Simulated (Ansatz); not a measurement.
Run on Tl (sc type): DFT, PBE, all-electron LAPW, scalar-relativistic (Ansatz 0.2.0). This run: volume at 0.5 of the series' base cell.

The cell comes from a relaxation on PAW files under the same functional, begun from a prototype that needn't be the stable phase.

Command: `ansatz run input.yaml --threads 1 --pin off --max-ram 2048MiB --backend cpu --events-out ev --progress --plain --runs-dir out` It took 6.9 s on 1 thread of Intel(R) Xeon(R) 6975P-C (Granite Rapids) (shared host), peak memory 0.36 GiB.

```yaml
crystal:
  lattice:
    - [2.5807992469, 0.0, 0.0]
    - [0.0, 2.5807992469, 0.0]
    - [0.0, 0.0, 2.5807992469]
  atoms:
    - { symbol: Tl, position: [0.0, 0.0, 0.0] }
kpoints:
  mp_grid: { grid: [12, 12, 12] }
scf:
  occupations: { method: fermi_dirac, width: 0.08 }
hamiltonian:
  xc: pbe
  pseudopotentials: { kind: all_electron, lapw: { basis_error: 0.001 } }
output:
  forces: true
  stress: true
  eigenvalues: true
  populations: true
```

Output:

```
Tl: projections on atomic orbitals take those of the free atom 1s2 2s2 2p6 3s2 3p6 3d10 4s2 4p6 4d10 4f14 5s2 5p6 5d10 6s2 6p1, of charge +0.00 (hamiltonian.pseudopotentials.projection_atoms)
LAPW: plane waves up to 9.213 Å⁻¹, error target 1.0e-3 eV per atom; small_component_spin mean_spin; Tl in spheres of 1.290 Å, 45 of its electrons in bands, Dirac shells [] (how accurate: hamiltonian.pseudopotentials.lapw.basis_error, Limitations)
Engine: ansatz 0.2.0
Pseudopotentials: kind: all_electron
Pseudopotential: Tl, LAPW, valence charge 45, lapw/all_electron/scalar/gaussian/Tl, Koelling and Harmon's equation, gaussian nucleus
Functional definition: PBE
  parameter kappa = 0.804
  parameter beta = 0.06672455060314922
  exchange = pbe_x(kappa = kappa, mu = beta*pi^2/3)
  correlation = pbe_c(beta = beta)
Crystal: 1 atoms, lattice volume = 17.189 Å³
Basis set: ecut = 323.3830454756954 eV, 251 PW (Γ), exchange–correlation at level 2
Bands: 27, of which v1, the nominal top of the filled ones, is band 23 counted from 1 (22 counted from 0)
Symmetry: 48 space group operations
Space group: Pm-3m (ITA 221), of the structure as read, at distance tolerance 2.6e-5 Å
k-points: 84 of 1728
Non-local potential: Tl, projectors of the file, none
Initial density: superposition of atomic densities (chi_scale 0.1, normalization cell)
Initial wavefunctions: plane waves of lowest kinetic energy (no species holds an atomic orbital)
Functional: x = pbe(κ = 0.804, μ = 0.2195149727645171), c = pbe(β = 0.06672455060314922)
iter 1 solved again at ethr=6.30e-5 eV; its pass at ethr=1.00e-1 eV (dr2=2.83e-2 eV) is discarded
SCF iter   1: F=—  HF=-550773.583216 eV  |F-HF|=—  |Δ(HF+E_count)|=         —  Δρ=1.83e-2  dr2=2.85e-2  ethr=6.30e-5  ⟨swp⟩=3.2  Hψ=14602  notcnv=0
preconditioner: auto → none  [metal: Δε(μ)=0.146 eV  Ē_g=21.633 eV  σ=0.080 eV  W_gap=0.41  n_scr=6 (ndim 8)  ℏωp=32.3 eV  f_vac=0.074  D(μ)=0.36/eV (n_scr^D=0)  sad-step TF]
SCF iter   2: F=—  HF=-550773.506620 eV  |F-HF|=—  |Δ(HF+E_count)|=   7.66e-2  Δρ=8.90e-3  dr2=6.72e-3  ethr=6.30e-5  ⟨swp⟩=2.4  Hψ=6933  notcnv=0
SCF iter   3: F=—  HF=-550773.504652 eV  |F-HF|=—  |Δ(HF+E_count)|=   1.97e-3  Δρ=4.32e-3  dr2=1.57e-3  ethr=1.49e-5  ⟨swp⟩=2.0  Hψ=6516  notcnv=0
iter 4 solved again at ethr=1.80e-7 eV; its pass at ethr=3.48e-6 eV (dr2=8.11e-5 eV) is discarded
SCF iter   4: F=—  HF=-550773.504984 eV  |F-HF|=—  |Δ(HF+E_count)|=   3.31e-4  Δρ=9.53e-4  dr2=8.11e-5  ethr=1.80e-7  ⟨swp⟩=2.0  Hψ=11241  notcnv=0
SCF iter   5: F=—  HF=-550773.505016 eV  |F-HF|=—  |Δ(HF+E_count)|=   3.25e-5  Δρ=1.03e-4  dr2=1.26e-6  ethr=1.80e-7  ⟨swp⟩=2.9  Hψ=6628  notcnv=0
SCF iter   6: F=-550773.505017 eV  HF=-550773.505017 eV  |F-HF|=4.66e-10  |Δ(HF+E_count)|=   1.06e-6  Δρ=5.00e-6  dr2=1.88e-9  ethr=2.79e-9  ⟨swp⟩=3.0  Hψ=6709  notcnv=0
SCF 1 converged in 6 iterations: F = -550773.505017 eV  dr2 = 1.88e-9
SCF converged after 6 iterations
Free energy (F): -550773.505017 eV
Harris-Foulkes:  -550773.505017 eV  (|F-HF|=4.66e-10)
Internal energy: -550773.497626 eV  (E = F + TS)
E sigma→0 (E₀):  -550773.501321 eV
Entropy (-TS):   -0.007392 eV (-7.392 meV/atom)
Fermi energy:    29.015762 eV
--- Per-component energies (eV) ---
  E_band       = -4818.639469
  E_kinetic    = 632574.166303
  E_xc         = -10362.752204
  E_electrostatic = -1172984.911725  (all electrons and nuclei)
  E_smearing   = -0.007392  (= −TS)
  E_closure    = 0.000000  (closes the sum)
  E_atoms      = -550774.001859  (free atoms, spherical and without spin; not in F)
  Σ components = -550773.505017   (vs F -550773.505017, Δ=0.00e0)
  Basis errors (estimates in eV, not in F): energy 3.1e-4 per atom: plane waves 3.1e-4 (1.7e-4 summed), levels above the bands 1.4e-63, relativity 6.4e-8, radial functions 5.6e-6, core shells 1.2e-7; eigenvalues (radial functions only) 5.3e-6; not estimated: angular momenta, meshes, grids; target (lapw.basis_error) 1.0e-3; muffin-tin radii Tl 1.290 Å
--- Forces (eV/Å), atoms counted from 1 ---
  atom   1  Tl     0.00000000     0.00000000     0.00000000
  max |Σ_I F_I| component: 1.15e-31 eV/Å
--- Stress (GPa, compression-positive) ---
      101.693406       0.000000       0.000000
        0.000000     101.693406       0.000000
        0.000000       0.000000     101.693406
  P = ⅓ Tr σ = 101.6934 GPa (1016.934 kbar)
--- Band table (eV; the first three rows and the last of 84) ---
  k-point 0: bands = ["-342.7328", "-342.7328", "-342.7303", "-342.7303", "-342.7303", "-99.1578", "-82.3318", "-82.3318", "-82.3318", "-82.3305", "-82.3305", "-82.3305", "-82.3282", "-44.3328", "-44.3328", "-44.3328", "13.3470", "13.3470", "13.8393", "17.2802", "17.2802", "17.2802", "38.3283", "38.3283", "38.3283", "44.1684", "45.7941"]
  k-point 1: bands = ["-342.7328", "-342.7328", "-342.7303", "-342.7303", "-342.7303", "-99.1572", "-82.3319", "-82.3318", "-82.3318", "-82.3305", "-82.3305", "-82.3305", "-82.3282", "-44.3471", "-44.3317", "-44.3317", "13.3682", "13.4658", "14.0551", "17.1865", "17.1865", "17.2879", "36.7860", "38.6152", "38.6152", "44.7251", "45.2988"]
  k-point 2: bands = ["-342.7328", "-342.7328", "-342.7303", "-342.7303", "-342.7303", "-99.1555", "-82.3320", "-82.3318", "-82.3318", "-82.3305", "-82.3305", "-82.3305", "-82.3282", "-44.3862", "-44.3287", "-44.3287", "13.4265", "13.6772", "14.8237", "16.9383", "16.9383", "17.3090", "33.9756", "39.4261", "39.4261", "44.1906", "44.8442"]
  k-point 83: bands = ["-342.7328", "-342.7328", "-342.7303", "-342.7303", "-342.7303", "-99.1298", "-82.3325", "-82.3325", "-82.3325", "-82.3301", "-82.3301", "-82.3301", "-82.3283", "-44.5059", "-44.5059", "-44.5059", "14.2925", "14.2925", "14.2925", "18.4643", "18.4643", "31.9478", "31.9478", "31.9478", "34.7556", "35.8055", "40.3361"]
--- Löwdin populations: 1 site ---
  site symbol       q [e]
     0     Tl     80.9837
  spilling = 0.000201 (of n_electrons = 81.000000)
```

populations.tsv:

```
# site	symbol	l	j	q
# orbitals = lowdin
# n_electrons = 81.000000
# spilling = 0.000201
# projection_atom_Tl: 1s2 2s2 2p6 3s2 3p6 3d10 4s2 4p6 4d10 4f14 5s2 5p6 5d10 6s2 6p1
0	Tl	0_1S	-	1.999999
0	Tl	0_2S	-	1.999962
0	Tl	0_3S	-	1.999533
0	Tl	0_4S	-	1.995636
0	Tl	0_5S	-	1.951795
0	Tl	0_6S	-	1.116145
0	Tl	1_2P	-	6.000000
0	Tl	1_3P	-	5.999992
0	Tl	1_4P	-	5.999580
0	Tl	1_5P	-	5.967384
0	Tl	1_6P	-	2.049875
0	Tl	2_3D	-	10.000000
0	Tl	2_4D	-	9.999983
0	Tl	2_5D	-	9.903834
0	Tl	3_4F	-	13.999990
```

Next run (volume at 0.4 of the series' base cell), as changes to the input before:

```diff
   lattice:
-    - [2.5807992469, 0.0, 0.0]
-    - [0.0, 2.5807992469, 0.0]
-    - [0.0, 0.0, 2.5807992469]
+    - [2.3958017933, 0.0, 0.0]
+    - [0.0, 2.3958017933, 0.0]
+    - [0.0, 0.0, 2.3958017933]
   atoms:
   mp_grid: { grid: [12, 12, 12] }
+  band_path:
+    path:
+      - [0.0, 0.0, 0.0]
+      - [0.0, 0.5, 0.0]
+      - [0.5, 0.5, 0.0]
+      - [0.0, 0.0, 0.0]
+      - [0.5, 0.5, 0.5]
+      - [0.0, 0.5, 0.0]
+      - [0.5, 0.5, 0.5]
+      - [0.5, 0.5, 0.0]
+    npoints: 8
 scf:
   populations: true
+  dos: { projected: true, de: 0.2, e_range: [-14, 8] }
```

Results part of the output:

```
SCF 1 converged in 6 iterations: F = -550769.989894 eV  dr2 = 1.84e-9
NSCF: frozen V_eff on 57 k-points
SCF converged after 6 iterations
Free energy (F): -550769.989894 eV
Harris-Foulkes:  -550769.989894 eV  (|F-HF|=4.31e-9)
Internal energy: -550769.985309 eV  (E = F + TS)
E sigma→0 (E₀):  -550769.987602 eV
Entropy (-TS):   -0.004584 eV (-4.584 meV/atom)
Fermi energy:    37.702856 eV
--- Per-component energies (eV) ---
  E_band       = -4484.518419
  E_kinetic    = 632604.164137
  E_xc         = -10366.829304
  E_electrostatic = -1173007.320142  (all electrons and nuclei)
  E_smearing   = -0.004584  (= −TS)
  E_closure    = 0.000000  (closes the sum)
  E_atoms      = -550774.001859  (free atoms, spherical and without spin; not in F)
  Σ components = -550769.989894   (vs F -550769.989894, Δ=0.00e0)
  Basis errors (estimates in eV, not in F): energy 3.2e-4 per atom: plane waves 3.1e-4 (1.7e-4 summed), levels above the bands 2.0e-72, relativity 6.8e-8, radial functions 1.1e-5, core shells 1.2e-6; eigenvalues (radial functions only) 6.5e-6; not estimated: angular momenta, meshes, grids; target (lapw.basis_error) 1.0e-3; muffin-tin radii Tl 1.198 Å
--- Forces (eV/Å), atoms counted from 1 ---
  atom   1  Tl    -0.00000000    -0.00000000     0.00000000
  max |Σ_I F_I| component: 7.56e-31 eV/Å
--- Stress (GPa, compression-positive) ---
      252.287881       0.000000       0.000000
        0.000000     252.287881       0.000000
        0.000000       0.000000     252.287881
  P = ⅓ Tr σ = 252.2879 GPa (2522.879 kbar)
--- Band table (eV; the first three rows and the last of 84) ---
  k-point 0: bands = ["-335.1503", "-335.1503", "-335.1475", "-335.1475", "-335.1475", "-91.7654", "-74.7620", "-74.7620", "-74.7620", "-74.7610", "-74.7610", "-74.7610", "-74.7573", "-36.8679", "-36.8679", "-36.8679", "19.2778", "19.3175", "19.3175", "25.2904", "25.2904", "25.2904", "47.3921", "47.3921", "47.3921", "54.6837", "56.5706"]
  k-point 1: bands = ["-335.1503", "-335.1503", "-335.1475", "-335.1475", "-335.1475", "-91.7635", "-74.7622", "-74.7620", "-74.7620", "-74.7610", "-74.7609", "-74.7609", "-74.7573", "-36.9020", "-36.8652", "-36.8652", "19.3505", "19.3725", "19.6633", "25.1347", "25.1347", "25.3030", "45.7932", "47.7669", "47.7669", "55.3573", "55.3732"]
  k-point 2: bands = ["-335.1503", "-335.1503", "-335.1475", "-335.1475", "-335.1475", "-91.7582", "-74.7627", "-74.7619", "-74.7619", "-74.7610", "-74.7608", "-74.7608", "-74.7573", "-36.9947", "-36.8578", "-36.8578", "19.4414", "19.5810", "20.7373", "24.7272", "24.7272", "25.3377", "42.8078", "48.8056", "48.8056", "53.3522", "55.4538"]
  k-point 83: bands = ["-335.1503", "-335.1503", "-335.1475", "-335.1475", "-335.1475", "-91.6802", "-74.7640", "-74.7640", "-74.7640", "-74.7598", "-74.7598", "-74.7598", "-74.7578", "-37.2661", "-37.2661", "-37.2661", "20.5361", "20.5361", "20.5361", "27.0930", "27.0930", "41.0138", "41.0138", "41.0138", "41.7136", "48.6535", "50.6674"]
--- Löwdin populations: 1 site ---
  site symbol       q [e]
     0     Tl     80.9764
  spilling = 0.000291 (of n_electrons = 81.000000)
```

Spin–orbit coupling is left out, which matters for the heavy atoms. The structure type is held throughout; the real material can change phase at far lower pressure.
